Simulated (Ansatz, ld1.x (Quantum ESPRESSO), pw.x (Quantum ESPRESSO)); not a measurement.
From atom to crystal: TM potential for hydrogen (H)

H (Z = 1), norm-conserving Troullier–Martins (Kleinman–Bylander form), made with ld1.x (Quantum ESPRESSO) 7.5 (PBE, scalar-relativistic). Core none, reference 1s1. Waves: 2p channel at 0.4 Ry: rc 1.05 bohr; 1s (bound): rc 1.30 bohr. Local part: the s channel. Core correction: none.

Crystal test: fcc H in pw.x 7.5, no spin, 18³ k-points, Fermi–Dirac smearing 0.01 Ry, cutoffs 45/180 Ry. The reference is all-electron LAPW (Ansatz 0.2.0) with the same functional, mesh and smearing; V0 and B0 come from Birch–Murnaghan fits to the pressures at five volumes. Errors are pseudo minus all-electron; Δ is the rms difference of the E(V) curves that follow from these fits, minima aligned, over ±6 % about the mean V0. Mesh and smearing are coarse, so the numbers serve the comparison and aren't converged zero-temperature values; the lattice is a test structure that the element need not adopt.

All-electron: a0 = 2.282 Å (V0 = 2.97 Å³/atom), B0 = 107.9 GPa.

Task: How far does the potential miss the all-electron equation of state?

Result: mean pressure error (GPa): +0.63; a0 (Å): 2.286; a0 error (%): +0.19; B0 error (%): -0.2; Δ (meV/atom): 0.4.

```tsv
V (Å³/atom)	P all-electron (GPa)	P pseudo (GPa)
2.826	5.78	6.51
2.901	2.63	3.30
2.975	-0.20	0.42
3.049	-2.74	-2.16
3.124	-5.03	-4.49
```

Task: At the middle volume, how do free energy and pressure move when the wave cutoff is lowered (ecutrho kept at four times it)?

Result:

```json
{"cutoff (Ry)": "20", "shift of F (meV/atom)": "+120.3", "shift of P (GPa)": "-11.78"}
{"cutoff (Ry)": "27", "shift of F (meV/atom)": "+30.9", "shift of P (GPa)": "-4.88"}
{"cutoff (Ry)": "36", "shift of F (meV/atom)": "+3.4", "shift of P (GPa)": "-1.10"}
```

Input at the middle volume:

```
&control
  calculation='scf', prefix='x', pseudo_dir='./', outdir='./tmp', tstress=.true., disk_io='none'
/
&system
  ibrav=0, nat=1, ntyp=1, ecutwfc=45, ecutrho=180, nbnd=7,
  occupations='smearing', smearing='fd', degauss=0.01
/
&electrons
  conv_thr=1e-09, mixing_beta=0.4, electron_maxstep=70
/
ATOMIC_SPECIES
H 1.0 H.UPF
CELL_PARAMETERS angstrom
  0.00000000 1.14152561 1.14152561
  1.14152561 0.00000000 1.14152561
  1.14152561 1.14152561 0.00000000
ATOMIC_POSITIONS crystal
H 0.0000 0.0000 0.0000
K_POINTS automatic
18 18 18 0 0 0
```

```bash
pw.x < H.scf.in > H.scf.out
```

Lines of the output:

```
Message from routine setup:
     using ibrav=0 with symmetry is DISCOURAGED, use correct ibrav instead
     lattice parameter (alat)  =       3.0507  a.u.
     unit-cell volume          =      20.0763 (a.u.)^3
     number of electrons       =         1.00
     number of Kohn-Sham states=            7
     kinetic-energy cutoff     =      45.0000  Ry
     charge density cutoff     =     180.0000  Ry
     scf convergence threshold =      1.0E-09
     Exchange-correlation= PBE
     number of k points=   195  Fermi-Dirac smearing, width (Ry)=  0.0100
     iteration #  1     ecut=    45.00 Ry     beta= 0.40
     total energy              =      -1.07408752 Ry
     estimated scf accuracy    <       0.00000477 Ry
     iteration #  2     ecut=    45.00 Ry     beta= 0.40
     total energy              =      -1.07409154 Ry
     estimated scf accuracy    <       0.00000181 Ry
     iteration #  3     ecut=    45.00 Ry     beta= 0.40
     the Fermi energy is     3.8123 ev
!    total energy              =      -1.07409166 Ry
     estimated scf accuracy    <          1.3E-10 Ry
     smearing contrib. (-TS)   =      -0.00045483 Ry
     The total energy is F=E-TS. E is the sum of the following terms:
     one-electron contribution =       0.63664662 Ry
     hartree contribution      =       0.01783711 Ry
     xc contribution           =      -0.66541793 Ry
     ewald contribution        =      -1.06270264 Ry
     convergence has been achieved in   3 iterations
          total   stress  (Ry/bohr**3)                   (kbar)     P=        4.25
     Message from routine punch:
     Nothing written, as per user request (disk_io='none')
```

The run at the middle volume (195 k-points, 3 iterations) took about 1.1 s on one core of a shared host (Neoverse-V1, 32 threads, 247 GiB, load 16).
